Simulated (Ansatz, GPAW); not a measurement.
# Geometry or basis: what sets the conductance of a Pb chain with two Cu atoms in line, part 3 of 4

Wanted: T(E) of a Pb chain with two Cu atoms in line at a relaxed geometry in two programs, beside the unrelaxed structure.

GPAW 26.7.0 and Ansatz 0.2.0; Ansatz plane waves; relaxation of the junction with the lead ends held; PAW set soft_1 (the session's first sound run).

So far, transmission at the Fermi level (one spin): step 3 (plane waves, PBE) 1.04.

## (4) Double-zeta polarised basis

Localised orbitals split the wire into layers that couple to their neighbours alone, which is what the Green's function method needs; double zeta with polarisation is the usual level for numbers.

This step: GPAW LCAO, PAW setups; Landauer transmission from Green's functions with principal layers (ASE), zero bias (GPAW 26.7.0).

run.py reads:

```python
import json
import numpy as np
from ase import Atoms
from ase.transport.calculators import TransportCalculator
from gpaw import GPAW, FermiDirac
from gpaw.lcao.tools import get_lcao_hamiltonian
from scipy.linalg import eigh

# The junction with lead layers at both ends, along the third cell vector
device = Atoms(
    ['Pb', 'Pb', 'Pb', 'Pb', 'Pb', 'Pb', 'Cu', 'Cu', 'Pb', 'Pb', 'Pb', 'Pb', 'Pb', 'Pb'],
    positions=[
        [4.50000, 4.50000, 1.45000],
        [4.50000, 4.50000, 4.35000],
        [4.50000, 4.50000, 7.25000],
        [4.50000, 4.50000, 10.15000],
        [5.27737, 4.64333, 13.06014],
        [4.21785, 4.43110, 15.80952],
        [4.45763, 4.47039, 18.46129],
        [4.53628, 4.50535, 20.85456],
        [4.71879, 4.60414, 23.51012],
        [3.77557, 4.15013, 26.27088],
        [4.50000, 4.50000, 29.17260],
        [4.50000, 4.50000, 32.07260],
        [4.50000, 4.50000, 34.97260],
        [4.50000, 4.50000, 37.87260]],
    cell=[[9.0, 0.0, 0.0], [0.0, 9.0, 0.0], [0.0, 0.0, 39.3226]],
    pbc=True)

# One principal layer of the lead: the first 3 atoms of the device
lead = Atoms(
    ['Pb', 'Pb', 'Pb'],
    positions=[
        [4.50000, 4.50000, 1.45000],
        [4.50000, 4.50000, 4.35000],
        [4.50000, 4.50000, 7.25000]],
    cell=[[9.0, 0.0, 0.0], [0.0, 9.0, 0.0], [0.0, 0.0, 8.7]],
    pbc=True)

settings = dict(mode='lcao', basis='dzp', xc='PBE', h=0.2,
                occupations=FermiDirac(0.1), maxiter=250,
                mixer=dict(beta=0.1, nmaxold=8, weight=100.0),
                convergence=dict(density=0.0001))
energies = np.arange(-2, 2 + 1e-9, 0.025)
eta = 0.0001
n1, n2 = 1, 1
# k and -k transmit alike, so half of the mesh across the current serves
mesh = [(i, j) for i in range(n1) for j in range(n2) if (i, j) <= (-i % n1, -j % n2)]
weights = np.array([1 if (i, j) == (-i % n1, -j % n2) else 2 for i, j in mesh]) / (n1 * n2)

# [... helper functions left out ...]
fermi_lead = ground_state(lead, (1, 1, 13), 'lead.txt')
fermi_device = ground_state(device, (1, 1, 2), 'device.txt')
# [... loop over the mesh left out, but for ...]
        # Shift the lead onto the potential of the device's first layer
        shift = ((H[:, 0, 0] - H0[:, 0, 0]) / S0[0, 0]).real.mean()
# [...]
kT = 8.617333e-5 * 300
bias = [0.1, 0.2, 0.5, 1.0, 1.5, 2.0]
# [... integrals and printing left out ...]
```

Command:

```
$ OMP_NUM_THREADS=1 OPENBLAS_NUM_THREADS=1 python run.py
```

Numbers of over 12 decimals in the logs are rounded to 6 here.

Output:

```text
basis functions: device 306, principal layer 69
Fermi level: lead -2.5493 eV, device -2.5601 eV; lead shifted by 0.0102 eV
largest coupling past the next layer 2.76e-08 eV, largest misfit of the first layer 0.029 eV
  E-E_F (eV)   T (one spin)  channels
    -2.000    5.2708e-01    1.0000
    -1.975    5.6310e-01    1.0000
    -1.950    6.0173e-01    1.0000
    -1.925    6.4345e-01    1.0000
    -1.900    6.8887e-01    1.0000
    -1.875    7.3894e-01    1.0000
    -1.850    7.9511e-01    1.0000
    -1.825    8.5964e-01    1.0000
    -1.800    9.3417e-01    1.0000
    -1.775    9.9518e-01    1.0000
    -1.750    7.6790e-01    1.0000
    -1.725    8.2972e-02    1.0000
    -1.700    4.6623e-01    1.0000
    -1.675    6.5450e-01    1.0000
    -1.650    7.5806e-01    1.0000
    -1.625    8.2487e-01    1.0000
[...]
1.825    7.9694e-01    3.0000
     1.850    7.9602e-01    3.0000
     1.875    7.9486e-01    3.0000
     1.900    7.9348e-01    3.0000
     1.925    7.9192e-01    3.0000
     1.950    7.9021e-01    3.0000
     1.975    7.8836e-01    3.0000
     2.000    7.8640e-01    3.0000
conductance at 300 K: 0.98858 G0 a cell; thermopower 6.114 uV/K
current from the zero-bias T(E) at 0.1 V: 7.642 uA
current from the zero-bias T(E) at 0.2 V: 15.183 uA
current from the zero-bias T(E) at 0.5 V: 36.537 uA
current from the zero-bias T(E) at 1.0 V: 67.029 uA
current from the zero-bias T(E) at 1.5 V: 88.88 uA
current from the zero-bias T(E) at 2.0 V: 109.46 uA
```

Run time: 89 s. Hardware: 1 thread of Arm Neoverse V1, shared host; peak memory 1.3 GiB.

This step gave:

```
conductance                                    : 0.9886 G₀
thermopower                                    : 6.114 μV/K
largest coupling past the next principal layer : 2.76e-8 eV
largest misfit of the first principal layer    : 0.02909 eV
shift that aligns the lead                     : 0.01022 eV
basis functions of the junction                : 306
basis functions of a principal layer           : 69
transmission at the Fermi level (one spin)     : 0.9952
```

One spin. Transmission, zone mean against energy, zero at the Fermi level:

```
energy (eV)  transmission, zone mean
     -2.000                    0.527
     -1.900                    0.689
     -1.800                    0.934
     -1.775                    0.995
     -1.700                    0.466
     -1.600                    0.871
     -1.500                    0.946
     -1.400                    0.732
     -1.300                   0.0213
     -1.200                    0.945
     -1.100                   0.0309
     -1.000                    0.283
     -0.925                    0.974
     -0.900                    0.801
     -0.800                    0.315
     -0.700                    0.186
     -0.600                    0.764
     -0.500                    0.877
     -0.400                    0.965
     -0.300                     1.02
     -0.200                     1.05
     -0.150                     1.06
     -0.100                     1.05
      0.000                    0.995
      0.100                    0.885
      0.200                    0.755
      0.300                    0.648
      0.400                    0.576
      0.500                    0.535
      0.600                    0.514
      0.700                    0.509
      0.800                    0.517
      0.900                    0.538
      1.000                    0.570
      1.100                    0.611
      1.200                    0.658
      1.300                    0.704
      1.400                    0.744
      1.500                    0.770
      1.600                    0.789
      1.700                    0.797
      1.800                    0.798
      1.900                    0.793
      2.000                    0.786
```

Crossings of the lead's bands, unfolded to its shortest repeat. The open channels, zone mean by energy, zero at the Fermi level:

| energy (eV) | open channels, zone mean |
| --- | --- |
| -2.000 | 1 |
| -1.900 | 1 |
| -1.800 | 1 |
| -1.700 | 1 |
| -1.600 | 1 |
| -1.500 | 1 |
| -1.400 | 1 |
| -1.300 | 1 |
| -1.200 | 1 |
| -1.100 | 1 |
| -1.000 | 1 |
| -0.900 | 1 |
| -0.800 | 1 |
| -0.700 | 1 |
| -0.600 | 3 |
| -0.500 | 3 |
| -0.400 | 3 |
| -0.300 | 3 |
| -0.200 | 3 |
| -0.100 | 3 |
| 0.000 | 3 |
| 0.100 | 3 |
| 0.200 | 3 |
| 0.300 | 3 |
| 0.400 | 3 |
| 0.500 | 3 |
| 0.600 | 3 |
| 0.700 | 3 |
| 0.800 | 3 |
| 0.900 | 3 |
| 1.000 | 3 |
| 1.100 | 3 |
| 1.200 | 3 |
| 1.300 | 3 |
| 1.400 | 3 |
| 1.500 | 3 |
| 1.600 | 3 |
| 1.700 | 3 |
| 1.800 | 3 |
| 1.900 | 3 |
| 2.000 | 3 |

Not self-consistent under bias; the bias window is split evenly. Table of current through one cell, from the zero-bias transmission by bias:

| bias (V) | current through one cell, from the zero-bias transmission (μA) |
| --- | --- |
| 0.100 | 7.64 |
| 0.200 | 15.2 |
| 0.500 | 36.5 |
| 1.000 | 67.0 |
| 1.500 | 88.9 |
| 2.000 | 109 |

Table of transmission of the three most open eigenchannels by energy, zero at the Fermi level:

```csv
energy (eV),channel 1,channel 2,channel 3
-2.000,0.527,0,0
-1.900,0.689,0,0
-1.800,0.934,0,0
-1.700,0.466,0,0
-1.600,0.871,0,0
-1.500,0.946,0,0
-1.400,0.732,0,0
-1.300,0.0213,0,0
-1.200,0.945,0,0
-1.100,0.0309,0,0
-1.000,0.283,0,0
-0.900,0.801,0,0
-0.800,0.315,0,0
-0.700,0.186,1.5e-9,4.7e-10
-0.600,0.757,0.00511,0.00200
-0.500,0.861,0.0124,0.00335
-0.400,0.934,0.0249,0.00531
-0.300,0.978,0.0379,0.00806
-0.200,0.997,0.0451,0.0115
-0.100,0.986,0.0483,0.0153
0.000,0.937,0.0396,0.0184
0.100,0.835,0.0300,0.0200
0.200,0.714,0.0213,0.0197
0.300,0.615,0.0180,0.0150
0.400,0.550,0.0159,0.0110
0.500,0.512,0.0140,0.00857
0.600,0.494,0.0124,0.00712
0.700,0.492,0.0112,0.00629
0.800,0.501,0.0102,0.00585
0.900,0.523,0.00906,0.00568
1.000,0.556,0.00798,0.00569
1.100,0.599,0.00676,0.00580
1.200,0.647,0.00595,0.00545
1.300,0.694,0.00601,0.00417
1.400,0.735,0.00587,0.00305
1.500,0.763,0.00564,0.00213
1.600,0.782,0.00489,0.00147
1.700,0.792,0.00400,0.00100
1.800,0.794,0.00308,6.8e-4
1.900,0.791,0.00226,4.7e-4
2.000,0.784,0.00159,3.2e-4
```

At the Fermi level T is 0.995 against 1.04 in plane waves. Couplings past the next layer reach 2.8e-8 eV, small enough to drop; the matrix elements of the cell's first layer differ from the bulk lead's by up to 0.029 eV. That layer keeps its own values in the calculation, and only beyond it is the lead taken as perfect. The Fermi levels of lead and junction count from different zeros of potential, one for each periodic cell; with both set to zero, the small remaining shift is what aligns them. Without spin-orbit coupling, which is large for these atoms, channel counts and T are those of the scalar-relativistic bands. By hand: G = 0.9886 × 77.48 μS = 76.6 μS, a resistance of 13.1 kΩ; at 0.1 V a linear junction would pass 7.66 μA, and the integral over the bias window gives 7.64 μA. Mott's formula, S = -(π²/3)(k_B²T/e) d ln T/dE, has the prefactor 7.33 μV/K·eV at 300 K; T = 1.014 at -0.025 eV and 0.9721 at 0.025 eV give a slope of -0.853 per eV and S = 6.25 μV/K, beside 6.11 μV/K from the thermal integral, which interpolates the same grid.

## (5) Single-zeta polarised basis

The second zeta is dropped, the polarisation orbitals stay.

Edit run.py of step 4 so:

```diff
@@ -39,3 +39,3 @@
 
-settings = dict(mode='lcao', basis='dzp', xc='PBE', h=0.2,
+settings = dict(mode='lcao', basis='szp(dzp)', xc='PBE', h=0.2,
                 occupations=FermiDirac(0.1), maxiter=250,
```

Output:

```text
basis functions: device 186, principal layer 42
Fermi level: lead -2.7191 eV, device -2.6884 eV; lead shifted by 0.0042 eV
largest coupling past the next layer 2.75e-08 eV, largest misfit of the first layer 0.039 eV
  E-E_F (eV)   T (one spin)  channels
    -2.000    5.4458e-01    1.0000
    -1.975    5.7975e-01    1.0000
    -1.950    6.1613e-01    1.0000
[...]
1.975    8.1357e-01    3.0000
     2.000    8.1192e-01    3.0000
conductance at 300 K: 0.99145 G0 a cell; thermopower 6.565 uV/K
current from the zero-bias T(E) at 0.1 V: 7.6656 uA
current from the zero-bias T(E) at 0.2 V: 15.238 uA
current from the zero-bias T(E) at 0.5 V: 36.766 uA
current from the zero-bias T(E) at 1.0 V: 67.827 uA
current from the zero-bias T(E) at 1.5 V: 90.182 uA
current from the zero-bias T(E) at 2.0 V: 109.72 uA
```

Run time: 64 s. Hardware: 1 thread; peak memory 1.2 GiB.

This step gave:

```
conductance                                    : 0.9914 G₀
thermopower                                    : 6.565 μV/K
largest coupling past the next principal layer : 2.75e-8 eV
largest misfit of the first principal layer    : 0.03854 eV
shift that aligns the lead                     : 0.004189 eV
basis functions of the junction                : 186
basis functions of a principal layer           : 42
transmission at the Fermi level (one spin)     : 0.9975
```

The conductance, 0.991 G₀, lies 0.3 % above that of the dzp run.

## (6) GPAW, sz: basis = "sz(dzp)"

The minimal basis is the cheapest rung: no second zeta and no polarisation.

Edit run.py of step 5 so:

```diff
@@ -39,3 +39,3 @@
 
-settings = dict(mode='lcao', basis='szp(dzp)', xc='PBE', h=0.2,
+settings = dict(mode='lcao', basis='sz(dzp)', xc='PBE', h=0.2,
                 occupations=FermiDirac(0.1), maxiter=250,
```

Output:

```text
basis functions: device 120, principal layer 27
Fermi level: lead -2.6065 eV, device -2.5548 eV; lead shifted by 0.0329 eV
largest coupling past the next layer 2.77e-08 eV, largest misfit of the first layer 0.030 eV
  E-E_F (eV)   T (one spin)  channels
    -2.000    6.6993e-01    1.0000
    -1.975    7.0686e-01    1.0000
    -1.950    7.4509e-01    1.0000
[...]
1.975    9.4981e-01    3.0000
     2.000    9.5007e-01    3.0000
conductance at 300 K: 1.0075 G0 a cell; thermopower 4.296 uV/K
current from the zero-bias T(E) at 0.1 V: 7.7932 uA
current from the zero-bias T(E) at 0.2 V: 15.511 uA
current from the zero-bias T(E) at 0.5 V: 37.676 uA
current from the zero-bias T(E) at 1.0 V: 70.217 uA
current from the zero-bias T(E) at 1.5 V: 95.222 uA
current from the zero-bias T(E) at 2.0 V: 114.96 uA
```

Run time: 48 s. Hardware: 1 thread; peak memory 1.1 GiB.

This step gave:

- conductance: 1.008 G₀
- thermopower: 4.296 μV/K
- largest coupling past the next principal layer: 2.77e-8 eV
- largest misfit of the first principal layer: 0.02977 eV
- shift that aligns the lead: 0.03291 eV
- basis functions of the junction: 120
- basis functions of a principal layer: 27
- transmission at the Fermi level (one spin): 1.012

The conductance, 1.01 G₀, lies 1.9 % above that of the dzp run.

## (7) LDA in the dzp basis: xc = "LDA"

Back in the dzp basis, the functional changes from PBE to LDA, to set the spread between functionals beside that between bases.

Edit run.py of step 6 so:

```diff
@@ -39,3 +39,3 @@
 
-settings = dict(mode='lcao', basis='sz(dzp)', xc='PBE', h=0.2,
+settings = dict(mode='lcao', basis='dzp', xc='LDA', h=0.2,
                 occupations=FermiDirac(0.1), maxiter=250,
```

Output:

```text
basis functions: device 306, principal layer 69
Fermi level: lead -2.8325 eV, device -2.8517 eV; lead shifted by 0.0053 eV
largest coupling past the next layer 2.83e-08 eV, largest misfit of the first layer 0.028 eV
  E-E_F (eV)   T (one spin)  channels
    -2.000    5.3824e-01    1.0000
    -1.975    5.7800e-01    1.0000
    -1.950    6.2091e-01    1.0000
[...]
1.975    7.9318e-01    3.0000
     2.000    7.9108e-01    3.0000
conductance at 300 K: 0.99133 G0 a cell; thermopower 6.04 uV/K
current from the zero-bias T(E) at 0.1 V: 7.6631 uA
current from the zero-bias T(E) at 0.2 V: 15.225 uA
current from the zero-bias T(E) at 0.5 V: 36.637 uA
current from the zero-bias T(E) at 1.0 V: 67.401 uA
current from the zero-bias T(E) at 1.5 V: 89.64 uA
current from the zero-bias T(E) at 2.0 V: 110.69 uA
```

It took 74 s on 1 thread; peak memory 1.3 GiB.

This step gave:

| Property | Result |
| --- | --- |
| conductance | 0.9913 G₀ |
| thermopower | 6.040 μV/K |
| largest coupling past the next principal layer | 2.83e-8 eV |
| largest misfit of the first principal layer | 0.02756 eV |
| shift that aligns the lead | 0.005259 eV |
| basis functions of the junction | 306 |
| basis functions of a principal layer | 69 |
| transmission at the Fermi level (one spin) | 0.9980 |

The conductance, 0.991 G₀, lies 0.3 % above that of the dzp run.

## (8) The structure as built: geometry = "as built"

The dzp basis with PBE on the structure as first built shows what the relaxation was worth.

Edit run.py of step 7 so:

```diff
@@ -16,8 +16,8 @@
         [4.50000, 4.50000, 10.15000],
-        [5.27737, 4.64333, 13.06014],
-        [4.21785, 4.43110, 15.80952],
-        [4.45763, 4.47039, 18.46129],
-        [4.53628, 4.50535, 20.85456],
-        [4.71879, 4.60414, 23.51012],
-        [3.77557, 4.15013, 26.27088],
+        [4.50000, 4.50000, 13.05000],
+        [4.50000, 4.50000, 15.95000],
+        [4.50000, 4.50000, 18.51130],
+        [4.50000, 4.50000, 20.81130],
+        [4.50000, 4.50000, 23.37260],
+        [4.50000, 4.50000, 26.27260],
         [4.50000, 4.50000, 29.17260],
@@ -39,3 +39,3 @@
 
-settings = dict(mode='lcao', basis='dzp', xc='LDA', h=0.2,
+settings = dict(mode='lcao', basis='dzp', xc='PBE', h=0.2,
                 occupations=FermiDirac(0.1), maxiter=250,
```

Output:

```text
basis functions: device 306, principal layer 69
Fermi level: lead -2.5493 eV, device -2.5995 eV; lead shifted by -0.0040 eV
largest coupling past the next layer 2.76e-08 eV, largest misfit of the first layer 0.019 eV
  E-E_F (eV)   T (one spin)  channels
    -2.000    9.9226e-01    1.0000
    -1.975    9.8993e-01    1.0000
    -1.950    9.8657e-01    1.0000
[...]
1.975    6.7546e-01    3.0000
     2.000    6.7413e-01    3.0000
conductance at 300 K: 1.046 G0 a cell; thermopower 2.135 uV/K
current from the zero-bias T(E) at 0.1 V: 8.1031 uA
current from the zero-bias T(E) at 0.2 V: 16.204 uA
current from the zero-bias T(E) at 0.5 V: 40.092 uA
current from the zero-bias T(E) at 1.0 V: 78.077 uA
current from the zero-bias T(E) at 1.5 V: 114.2 uA
current from the zero-bias T(E) at 2.0 V: 148.83 uA
```

Run time: 73 s. Hardware: 1 thread; peak memory 1.3 GiB.

Numbers from this step:

- conductance: 1.046 G₀
- thermopower: 2.135 μV/K
- largest coupling past the next principal layer: 2.76e-8 eV
- largest misfit of the first principal layer: 0.01947 eV
- shift that aligns the lead: -0.003991 eV
- transmission at the Fermi level (one spin): 1.047

One spin. The transmission, zone mean by energy, zero at the Fermi level:

```
energy (eV)  transmission, zone mean
     -2.000                    0.992
     -1.900                    0.975
     -1.800                    0.911
     -1.700                    0.691
     -1.600                    0.191
     -1.500                   0.0209
     -1.400                    0.202
     -1.350                    0.245
     -1.300                    0.223
     -1.200                   4.8e-4
     -1.100                    0.767
     -1.000                    0.969
     -0.900                    0.990
     -0.800                    0.992
     -0.700                    0.991
     -0.600                     1.01
     -0.500                     1.03
     -0.400                     1.04
     -0.300                     1.05
     -0.200                     1.06
     -0.125                     1.14
     -0.100                     1.07
      0.000                     1.05
      0.100                     1.01
      0.200                    0.976
      0.300                    0.942
      0.400                    0.912
      0.500                    0.885
      0.600                    0.862
      0.700                    0.840
      0.800                    0.837
      0.900                    0.796
      1.000                    0.780
      1.100                    0.764
      1.200                    0.749
      1.300                    0.735
      1.400                    0.723
      1.500                    0.712
      1.600                    0.702
      1.700                    0.694
      1.800                    0.686
      1.900                    0.680
      2.000                    0.674
```

The conductance, 1.05 G₀, lies 5.8 % above that of the dzp run.

## (9) The ladder

Times are wall times on the hardware named with each run. The series side by side:

```csv
no.,run,conductance (G₀),time,memory (GiB)
1,pw PBE,1.037,2.2 min,4.0
2,dzp,0.9886,89 s,1.3
3,szp,0.9914,64 s,1.2
4,sz,1.008,48 s,1.1
5,dzp LDA,0.9913,74 s,1.3
6,asbuilt,1.046,73 s,1.3
```

(Continued in part 4 of 4.)

[Logs are printed without paths, hosts, clocks, repeated set-up lines and the standing remarks that a program may print on its own settings, such as how far it seeks lower states.]

[Hosts, paths, dates, database ids (printed as entryN), source tags and the programs' standing remarks are cut or masked in the printed files.]
